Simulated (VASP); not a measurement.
BN: band structure with LDA

Crystal: BN.

```
N B
1.0
     2.49824    0.00000    0.00000
    -1.24912    2.16354    0.00000
     0.00000    0.00000    6.63570
N B
2 2
Direct
  0.66667 0.33333 0.25000
  0.33333 0.66667 0.75000
  0.66667 0.33333 0.75000
  0.33333 0.66667 0.25000
```

```json
{
  "Program": "VASP 6.6.1",
  "Task": "band structure",
  "Functional": "LDA",
  "Potentials or basis": "VASP PAW LDA potentials, release 64 (N, B)",
  "Cutoff": "520 eV",
  "k mesh": "12 × 12 × 4",
  "Occupations": "gaussian, width 0.02 eV",
  "Spin": "no spin polarisation",
  "Further INCAR settings": "ALGO = Fast; EDIFF = 1e-06; NBANDS = 16"
}
```

```
Band gap on the k mesh  : 4.09 eV, indirect (least direct gap 4.51 eV)
Band gap along the path : 4.04 eV, indirect (least direct gap 4.51 eV)
```

Levels at the corners of the path, in eV from the valence-band top:
| point | band 5 | band 6 | band 7 | band 8 | band 9 | band 10 | band 11 | band 12 |
| --- | --- | --- | --- | --- | --- | --- | --- | --- |
| Γ | -1.38 | -1.38 | -1.34 | -1.34 | 4.89 | 10.02 | 11.44 | 11.44 |
| M | -4.21 | -4.15 | -1.53 | -0.48 | 4.04 | 5.50 | 9.48 | 9.97 |
| M | -4.21 | -4.15 | -1.53 | -0.48 | 4.04 | 5.50 | 9.48 | 9.97 |
| K | -7.10 | -7.10 | -0.13 | -0.13 | 4.70 | 4.70 | 10.34 | 13.00 |
| K | -7.10 | -7.10 | -0.13 | -0.13 | 4.70 | 4.70 | 10.34 | 13.00 |
| Γ | -1.38 | -1.38 | -1.34 | -1.34 | 4.89 | 10.02 | 11.44 | 11.44 |
| Γ | -1.38 | -1.38 | -1.34 | -1.34 | 4.89 | 10.02 | 11.44 | 11.44 |
| A | -1.36 | -1.36 | -1.36 | -1.36 | 7.33 | 7.33 | 11.50 | 11.50 |
| A | -1.36 | -1.36 | -1.36 | -1.36 | 7.33 | 7.33 | 11.50 | 11.50 |
| L | -4.18 | -4.18 | -0.99 | -0.99 | 4.53 | 4.53 | 9.93 | 9.93 |
| L | -4.18 | -4.18 | -0.99 | -0.99 | 4.53 | 4.53 | 9.93 | 9.93 |
| H | -7.11 | -7.11 | -0.04 | -0.04 | 4.47 | 4.47 | 11.57 | 11.57 |
| H | -7.11 | -7.11 | -0.04 | -0.04 | 4.47 | 4.47 | 11.57 | 11.57 |
| A | -1.36 | -1.36 | -1.36 | -1.36 | 7.33 | 7.33 | 11.50 | 11.50 |
| L | -4.18 | -4.18 | -0.99 | -0.99 | 4.53 | 4.53 | 9.93 | 9.93 |
| M | -4.21 | -4.15 | -1.53 | -0.48 | 4.04 | 5.50 | 9.48 | 9.97 |
| K | -7.10 | -7.10 | -0.13 | -0.13 | 4.70 | 4.70 | 10.34 | 13.00 |
| H | -7.11 | -7.11 | -0.04 | -0.04 | 4.47 | 4.47 | 11.57 | 11.57 |

Run time: 38 s on 1 thread of Intel(R) Xeon(R) 6975P-C (Granite Rapids), with other jobs on the host, peak memory 0.17 GiB.

Caveat: the log is that of the step along the path at fixed density, whose energy, stress, charges and moments have no meaning.
